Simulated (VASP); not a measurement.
# Ni (Fm-3m) in VASP: notebook

Runs on Ni. Level: LDA. Tasks: relaxation of cell and atoms.

Program: VASP 6.6.1. These are calculated values, not measurements. Logs are shortened: lines on timing, memory, paths and dates and some standing lists are left out, and cuts for length are marked.

**1. Starting point**

It takes space group Fm-3m (No. 225, cubic). The conventional cell has a = 3.524 Å, b = 3.524 Å, c = 3.524 Å, α = 90.00°, β = 90.00°, γ = 90.00°. Around Ni (site symmetry m-3m) lie 12 Ni at 2.49 Å.

**2. Relaxation of cell and atoms, LDA, collinear spin, ferromagnetic start**

File INCAR:

```
PREC = Accurate ; ENCUT = 350
EDIFF = 1E-7 ; ISMEAR = 0
SIGMA = 0.1 ; LREAL = False
LASPH = True ; NELM = 150
ALGO = Fast ; ISIF = 3
LWAVE = False ; LCHARG = False
ISPIN = 2 ; MAGMOM = 0.8
LORBIT = 11 ; LMAXMIX = 4
IBRION = 2 ; NSW = 80
EDIFFG = -0.002
```

File KPOINTS:

```
Automatic mesh
0
Gamma
  10 10 10
```

File POSCAR:

```
Ni
1.0
    0.0000000000      1.7619350000      1.7619350000
    1.7619350000      0.0000000000      1.7619350000
    1.7619350000      1.7619350000      0.0000000000
Ni
1
Direct
    0.0000000000      0.0000000000      0.0000000000
```

Potentials or basis: VASP PAW LDA potentials, release 64 (Ni).

The run is started by

```console
$ cat potpaw_LDA.64/Ni/POTCAR > POTCAR
$ mpirun -np 1 vasp_std > vasp.out
```

OUTCAR:

```text
PREC = Accurate
   ENCUT = 350
   EDIFF = 1E-7
   ISMEAR = 0
   LREAL = False
   LASPH = True
   NELM = 150
   ISIF = 3
   ISPIN = 2
   LORBIT = 11
   IBRION = 2
   NSW = 80
   EDIFFG = -0.002

 ion  position               nearest neighbor table
   1  0.000  0.000  0.000-

  LATTYP: Found a face centered cubic cell.
 ALAT       =     3.5238700000

  Lattice vectors:

 A1 = (   0.0000000000,   1.7619350000,   1.7619350000)
 A2 = (   1.7619350000,   0.0000000000,   1.7619350000)
 A3 = (   1.7619350000,   1.7619350000,   0.0000000000)

Analysis of symmetry for initial positions (statically):
=====================================================================
 Subroutine PRICEL returns:
 Original cell was already a primitive cell.

 Routine SETGRP: Setting up the symmetry group for a
 face centered cubic supercell.

 Subroutine GETGRP returns: Found 48 space group operations
 (whereof 48 operations were pure point group operations)
 out of a pool of 48 trial point group operations.

The static configuration has the point symmetry O_h .

Analysis of symmetry for dynamics (positions and initial velocities):
=====================================================================
 Subroutine PRICEL returns:
 Original cell was already a primitive cell.

 Routine SETGRP: Setting up the symmetry group for a
 face centered cubic supercell.

 Subroutine GETGRP returns: Found 48 space group operations
 (whereof 48 operations were pure point group operations)
 out of a pool of 48 trial point group operations.

The dynamic configuration has the point symmetry O_h .

Analysis of structural, dynamic, and magnetic symmetry:
=====================================================================
 Subroutine PRICEL returns:
 Original cell was already a primitive cell.

 Routine SETGRP: Setting up the symmetry group for a
 face centered cubic supercell.

 Subroutine GETGRP returns: Found 48 space group operations
 (whereof 48 operations were pure point group operations)
 out of a pool of 48 trial point group operations.

The overall configuration has the point symmetry O_h .

 Subroutine INISYM returns: Found 48 space group operations
 (whereof 48 operations are pure point group operations),
 and found     1 'primitive' translations

----------------------------------------------------------------------------------------

                                     Primitive cell

  volume of cell :      10.9396

  direct lattice vectors                    reciprocal lattice vectors
     0.000000000  1.761935000  1.761935000    -0.283778914  0.283778914  0.283778914
     1.761935000  0.000000000  1.761935000     0.283778914 -0.283778914  0.283778914
     1.761935000  1.761935000  0.000000000     0.283778914  0.283778914 -0.283778914

  length of vectors
     2.491752373  2.491752373  2.491752373     0.491519496  0.491519496  0.491519496

  position of ions in fractional coordinates (direct lattice)
     0.000000000  0.000000000  0.000000000

  ion indices of the primitive-cell ions
   primitive index   ion index
                 1           1

----------------------------------------------------------------------------------------

 KPOINTS: Automatic mesh

Automatic generation of k-mesh.
 Grid dimensions read from file:
 generate k-points for:   10   10   10

 Generating k-lattice:

  Cartesian coordinates                     Fractional coordinates (reciprocal lattice)
    -0.028377891  0.028377891  0.028377891     0.100000000  0.000000000  0.000000000
     0.028377891 -0.028377891  0.028377891     0.000000000  0.100000000  0.000000000
     0.028377891  0.028377891 -0.028377891     0.000000000  0.000000000  0.100000000

  Length of vectors
     0.049151950  0.049151950  0.049151950

  Shift w.r.t. Gamma in fractional coordinates (k-lattice)
     0.000000000  0.000000000  0.000000000

 Subroutine IBZKPT returns following result:
 ===========================================

 Found     47 irreducible k-points:

 Following reciprocal coordinates:
            Coordinates               Weight
  0.000000  0.000000  0.000000      1.000000
  0.100000  0.000000  0.000000      8.000000
  0.200000  0.000000  0.000000      8.000000
  0.300000  0.000000  0.000000      8.000000
  0.400000  0.000000  0.000000      8.000000
  0.500000  0.000000  0.000000      4.000000
[... 16 lines left out ...]
  0.300000  0.300000  0.000000      6.000000
  0.400000  0.300000  0.000000     24.000000
 [... further k-points ...]
   k-points           NKPTS =     47   k-points in BZ     NKDIM =     47   number of bands    NBANDS=      9
   number of dos      NEDOS =    301   number of ions     NIONS =      1
   total plane-waves  NPLWV =   4096
   dimension x,y,z NGX =    16 NGY =   16 NGZ =   16
   dimension x,y,z NGXF=    32 NGYF=   32 NGZF=   32
   ions per type =               1
   NGX,Y,Z   is equivalent  to a cutoff of  10.67, 10.67, 10.67 a.u.
   NGXF,Y,Z  is equivalent  to a cutoff of  21.35, 21.35, 21.35 a.u.
 SYSTEM =  unknown system
   PREC   = accura    normal or accurate (medium, high low for compatibility)
   ISTART =      0    job   : 0-new  1-cont  2-samecut
   ICHARG =      2    charge: 1-file 2-atom 10-const
   ISPIN  =      2    spin polarized calculation?
   LNONCOLLINEAR =      F non collinear calculations
   LSORBIT =      F    spin-orbit coupling
   LASPH  =      T    aspherical Exc in radial PAW
   ENCUT  =  350.0 eV  25.72 Ry    5.07 a.u.   3.80  3.80  3.80*2*pi/ulx,y,z
   NELM   =    150;   NELMIN=  2; NELMDL= -5     # of ELM steps
   EDIFF  = 0.1E-06   stopping-criterion for ELM
   LREAL  =      F    real-space projection
   EDIFFG = -.2E-02   stopping-criterion for IOM
   NSW    =     80    number of steps for IOM
   IBRION =      2    ionic relax: 0-MD 1-quasi-New 2-CG
   NFREE  =      1    steps in history (QN), initial steepest desc. (CG)
   ISIF   =      3    stress and relaxation
   ISYM   =      2    0-nonsym 1-usesym 2-fastsym
   POTIM  = 0.5000    time-step for ionic-motion
   TEBEG  =    0.0;   TEEND  =   0.0 temperature during run
   PSTRESS=    0.0 pullay stress
   NELECT =      10.0000    total number of electrons
   NUPDOWN=      -1.0000    fix difference up-down
   EMIN   =  10.00;   EMAX   =-10.00  energy-range for DOS
   EFERMI =   0.00;   METHOD = LEGACY
   ISMEAR =     0;   SIGMA  =   0.10  broadening in eV -4-tet -1-fermi 0-gaus
   EFERMI_NEDOS =   21; number of points for ismear=-14 and -15
   IALGO  =     68    algorithm
   IMIX   =      4    mixing-type and parameters
     AMIX     =   0.40;   BMIX     =  1.00
     AMIX_MAG =   1.60;   BMIX_MAG =  1.00
  volume/ion in A,a.u.               =      10.94        73.82
  Fermi-wavevector in a.u.,A,eV,Ry     =   1.588821  3.002436 34.345893  2.524352
  Thomas-Fermi vector in A             =   2.687765
   LORBIT       =     11    0 simple, 1 ext, 2 COOP (PROOUT), +10 PAW based schemes
   GGA     = CA    functional components
   LHFCALC =     F    Hartree Fock is set to
   AEXX    =    0.0000 exact exchange contribution
   IVDW    =     0    specifies the selected vdW correction
   LEPSILON=     F    determine dielectric tensor
   LRPA    =     F    only Hartree local field effects (RPA)
 conjugate gradient relaxation of ions
 spin polarized calculation
 RMM-DIIS sequential band-by-band and
 Gauss-broadening in eV      SIGMA  =   0.10
  energy-cutoff  :      350.00
  volume of cell :       10.94
 maximum number of plane-waves:       170
   NGX =  7   NGY =  7   NGZ =  7

--------------------------------------- Ionic step        1  -------------------------------------------

 number of electron      10.0000005 magnetization       0.6821795

 Free energy of the ion-electron system (eV)
  ---------------------------------------------------
  ext. energy  EPLUGINS =         0.00000000
  ---------------------------------------------------
  free energy    TOTEN  =        -6.53413588 eV

  energy without entropy =       -6.52420362  energy(sigma->0) =       -6.52916975

 E-fermi :   8.9658     XC(G=0): -13.5828

 val. band max:        8.9613431208   @ k =   0.5000   0.3000   0.1000
 cond. band min:       8.9801237721   @ k =   0.4000   0.0000   0.0000
 fundamental gap:      0.0187806513
 Fermi energy:         8.9657518569

 spin component 1

 k-point     1 :       0.0000    0.0000    0.0000
  band No.  band energies     occupation
      1      -0.0052      1.00000
      2       6.5730      1.00000
      3       6.5730      1.00000
      4       6.5730      1.00000
      5       7.7220      1.00000
      6       7.7220      1.00000
      7      32.6860      0.00000
      8      36.3873      0.00000
      9      36.3873      0.00000
[... 666 lines left out ...]
  FREE ENERGIE OF THE ION-ELECTRON SYSTEM (eV)
  ---------------------------------------------------
  free  energy   TOTEN  =        -6.5897193819 eV

  energy  without entropy=       -6.5809767244  energy(sigma->0) =       -6.58534805

[... ionic steps 4 to 7 ...]

--------------------------------------- Ionic step        8  -------------------------------------------

 number of electron       9.9999992 magnetization       0.6492829

------------------------ aborting loop because EDIFF is reached ----------------------------------------

  FORCE on cell =-STRESS in cart. coord.  units (eV):
  Direction    XX          YY          ZZ          XY          YZ          ZX
  --------------------------------------------------------------------------------------
  -------------------------------------------------------------------------------------
  Total       -0.0032555     -0.0032555     -0.0032555      0.0000000      0.0000000      0.0000000
  in kB       -0.5204636     -0.5204636     -0.5204636      0.0000000      0.0000000      0.0000000
  external PRESSURE =      -0.5204636 kB  Pullay stress =       0.0000000 kB
[... 55 lines left out ...]
  energy  without entropy=       -6.5810174475  energy(sigma->0) =       -6.58537700

--------------------------------------- Ionic step       10  -------------------------------------------

 number of electron       9.9999992 magnetization       0.6492377

 Free energy of the ion-electron system (eV)
  ---------------------------------------------------
  ext. energy  EPLUGINS =         0.00000000
  ---------------------------------------------------
  free energy    TOTEN  =        -6.58973732 eV

  energy without entropy =       -6.58101520  energy(sigma->0) =       -6.58537626

 E-fermi :  10.2719     XC(G=0): -14.1090

 val. band max:       10.2543506698   @ k =   0.5000   0.3000   0.1000
 cond. band min:      10.2775438737   @ k =   0.4000   0.0000   0.0000
 fundamental gap:      0.0231932039
 Fermi energy:        10.2718687630

 spin component 1

 k-point     1 :       0.0000    0.0000    0.0000
  band No.  band energies     occupation
      1       0.6771      1.00000
      2       7.6596      1.00000
      3       7.6596      1.00000
      4       7.6596      1.00000
      5       8.9636      1.00000
      6       8.9636      1.00000
      7      34.7185      0.00000
      8      39.1321      0.00000
      9      39.1321      0.00000
[... 596 lines left out ...]
  FREE ENERGIE OF THE ION-ELECTRON SYSTEM (eV)
  ---------------------------------------------------
  free  energy   TOTEN  =        -6.5897373168 eV

  energy  without entropy=       -6.5810151951  energy(sigma->0) =       -6.58537626

 reached required accuracy - stopping structural energy minimisation

 total charge

# of ion       s       p       d       tot
------------------------------------------
    1        0.537   0.575   8.360   9.472

 magnetization (x)

# of ion       s       p       d       tot
------------------------------------------
    1       -0.003  -0.017   0.669   0.648
```

Wall time 18 s (1 thread of Intel Xeon Platinum 8488C (Sapphire Rapids), shared host); peak memory 0.12 GiB.

Results:

| Quantity | Value |
| --- | --- |
| Free energy | -6.5897 eV |
| Relaxed volume | 10.02 Å³/atom |
| Relaxed cell | a = 2.420 Å, b = 2.420 Å, c = 2.420 Å, α = 60.00°, β = 60.00°, γ = 60.00° |
| Space group after relaxing (to 0.05 Å) | Fm-3m (No. 225) |
| Energy gained by relaxing | 55.6 meV/atom |
| Ionic steps | 10 |
| Pressure after relaxing | 0.0 GPa |
| Band gap on the k mesh | none (metal or under the smearing width) |
| Net moment | 0.65 μB per cell |
| Site moments | Ni +0.65 μB |
| Valence electrons inside the program's atomic spheres | Ni 9.47 |

The path:
```
step  energy change (eV)  largest force (eV/Å)  pressure (GPa)  volume (Å³)
   1              0.0000                0.0000          -17.73        10.94
   2              0.0187                0.0000           29.48         9.13
   3             -0.0556                0.0000           -0.38        10.04
   4             -0.0556                0.0000           -0.17        10.02
   5             -0.0556                0.0000            0.29        10.00
   6             -0.0556                0.0000           -0.14        10.02
   7             -0.0556                0.0000            0.04        10.02
   8             -0.0556                0.0000           -0.05        10.02
   9             -0.0556                0.0000            0.15        10.02
  10             -0.0556                0.0000           -0.03        10.02
```

Final structure:
```cif
data_structure
_symmetry_space_group_name_H-M 'P 1'
_symmetry_Int_Tables_number 1
_cell_length_a 2.4199
_cell_length_b 2.4199
_cell_length_c 2.4199
_cell_angle_alpha 60.000
_cell_angle_beta 60.000
_cell_angle_gamma 60.000
_cell_volume 10.02
loop_
_atom_site_label
_atom_site_type_symbol
_atom_site_fract_x
_atom_site_fract_y
_atom_site_fract_z
_atom_site_occupancy
Ni1 Ni 0.00000 0.00000 0.00000 1
```

LDA usually gives volumes a few per cent too small. Zero-point motion and thermal expansion aren't in these numbers.

(Continued in part 2 of 2.)
